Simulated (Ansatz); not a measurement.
**P: what symmetry allows forces and stress to be**

```
CELL_PARAMETERS angstrom
-1.69819 2.52553 1.84231
1.69819 -2.52553 1.84231
1.70760 2.53186 -1.84231
ATOMIC_POSITIONS crystal
P 0.76296 0.01296 0.75000
P 0.23704 0.98704 0.25000
```

The calculation used DFT PBE, scalar-relativistic, plane waves, PAW in Ansatz.

Settings: cutoff 420 eV, Γ-centred mesh 14×14×14 on the computed 2-atom cell, Gaussian smearing of 0.10 eV; no spin polarisation.

This distorted cell has space group C2/c, with 4 operations.

**Question.** Without a calculation: in which directions can each atom feel a force?

**Answer.** A force must be left unchanged by every operation that keeps its atom in place, so it lies in the space that those operations leave fixed. Atoms that the group maps onto each other feel forces of one size.
| atom | site symmetry | operations at the site | equivalent to atom | allowed force (Cartesian) |
| --- | --- | --- | --- | --- |
| P1 | 2 | 2 | 1 | along (0.00, 0.00, 1.00) |
| P2 | 2 | 2 | 1 | along (0.00, 0.00, 1.00) |

That leaves 1 independent force component of 6. A relaxation in this cell that keeps the symmetry moves the atoms in these directions alone.

**Question.** And the stress tensor?

**Answer.** It must be invariant under the point group, which leaves 4 independent components: yz, xz vanish.

**Question.** Do the computed values obey this?

**Answer.** Yes. Forces (eV/Å):
```
P1   0.000  0.000  0.559
P2   0.000  0.000 -0.559
```

Stress (GPa, compression positive, xx yy zz yz xz xy): -1.66 -7.46 -10.19 0.00 0.00 -0.17. The program imposes the same operations on density, forces and stress, so this confirms the analysis and is no independent test of the calculation.

This form isn't the element's structure at ambient conditions.